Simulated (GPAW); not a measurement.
# GaAs: band structure with r2SCAN

**What was measured.**

From “Evidence of valence band perturbations in GaAsN/GaAs(001): A combined variable-angle spectroscopic ellipsometry and modulated photoreflectance investigation”, 2008, arxiv:0805.2212, for a bulk crystal of GaAs at 300 K: band gap 1.412 ± 0.01 eV (direct).

GaAs:

```
As Ga
1.0
     0.00000    2.82685    2.82685
     2.82685    0.00000    2.82685
     2.82685    2.82685    0.00000
As Ga
1 1
Cartesian
  4.2403 4.2403 4.2403
  0.0000 0.0000 0.0000
```

| Property | Result |
| --- | --- |
| Program | GPAW 26.7.0 |
| Task | band structure |
| Functional | r2SCAN |
| Potentials or basis | GPAW PAW data sets (gpaw-data 1.2.1) |
| Cutoff | 600 eV |
| Basis | pw |
| k mesh | 6 × 6 × 6 |
| Occupations | fermi-dirac, width 0.05 eV |
| Spin | no spin polarisation |
| Maxiter | 150 |
| Band path | GXWKGLUWLK,UX |
| Band points | 100 |

The pressure is 1.0 GPa, the band gap on the k mesh is 1.07 eV, direct and the band gap along the path is 1.07 eV, direct.

Levels at the corners of the path, in eV from the valence-band top:
| point | band 1 | band 2 | band 3 | band 4 | band 5 | band 6 | band 7 | band 8 |
| --- | --- | --- | --- | --- | --- | --- | --- | --- |
| Γ | -13.17 | 0.00 | 0.00 | 0.00 | 1.07 | 4.09 | 4.09 | 4.09 |
| X | -10.70 | -6.97 | -2.76 | -2.76 | 1.78 | 1.98 | 10.91 | 10.91 |
| W | -10.66 | -6.76 | -3.64 | -3.41 | 5.08 | 5.10 | 5.97 | 6.52 |
| K | -10.75 | -6.76 | -3.96 | -2.32 | 2.30 | 5.07 | 8.60 | 8.64 |
| Γ | -13.17 | 0.00 | 0.00 | 0.00 | 1.07 | 4.09 | 4.09 | 4.09 |
| L | -11.46 | -6.78 | -1.18 | -1.18 | 1.41 | 5.03 | 5.03 | 8.35 |
| U | -10.75 | -6.76 | -3.96 | -2.32 | 2.30 | 5.07 | 8.60 | 8.64 |
| W | -10.66 | -6.76 | -3.64 | -3.41 | 5.08 | 5.10 | 5.97 | 6.52 |
| L | -11.46 | -6.78 | -1.18 | -1.18 | 1.41 | 5.03 | 5.03 | 8.35 |
| K | -10.75 | -6.76 | -3.96 | -2.32 | 2.30 | 5.07 | 8.60 | 8.64 |
| U | -10.75 | -6.76 | -3.96 | -2.32 | 2.30 | 5.07 | 8.60 | 8.64 |
| X | -10.70 | -6.97 | -2.76 | -2.76 | 1.78 | 1.98 | 10.91 | 10.91 |

It took 71 s on 1 thread of Arm Neoverse V2, on a shared host, peak memory 0.31 GiB.

A measured gap of GaAs is 1.412 eV (direct; 300 K; “Evidence of valence band perturbations in GaAsN/GaAs(001): A combined variable-angle spectroscopic ellipsometry and modulated photoreflectance investigation”, 2008, arxiv:0805.2212); the calculated 1.07 eV misses it by -0.34 eV. 3 values of this kind are on record (1.412 to 1.51 eV); this one was drawn at random among those near their median, those with a stated uncertainty first. Spin-orbit coupling on As, Ga is left out. The value is that of r2SCAN, without temperature or zero-point motion.

Caveat: the PAW data sets were made with another functional, which shifts forces and pressure a little.
